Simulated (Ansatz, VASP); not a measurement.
BN: VASP beside Ansatz

```
B N
1.0
     2.48894    0.00000    0.00000
    -1.24447    2.15549    0.00000
     0.00000    0.00000    6.49432
B N
2 2
Direct
  0.33333 0.66667 0.25000
  0.66667 0.33333 0.75000
  0.33333 0.66667 0.75000
  0.66667 0.33333 0.25000
```

Alike in both runs: task single point; functional LDA; k mesh 10 × 10 × 4; no spin polarisation.

```csv
,VASP,Ansatz
version,VASP 6.6.1,Ansatz 0.2.0
potentials or method,"VASP PAW LDA potentials, release 64 (B, N), cutoff 520 eV","all-electron LAPW, scalar-relativistic"
occupations,"gaussian, width 0.01 eV",fixed
```

```tsv
	VASP	Ansatz	Ansatz less VASP
gap on the k mesh at the Fermi level (eV)	4.01	4.02	+0.010
pressure (GPa)	0.4	0.1	-0.31
largest component of the traceless stress (GPa)	0.65	0.14	-0.508
```

Ansatz ran all-electron here, so the differences hold the error of VASP's frozen core and of both bases.

A k mesh can miss the band edges. LDA gaps usually lie below the measured ones, often by a third to a half.
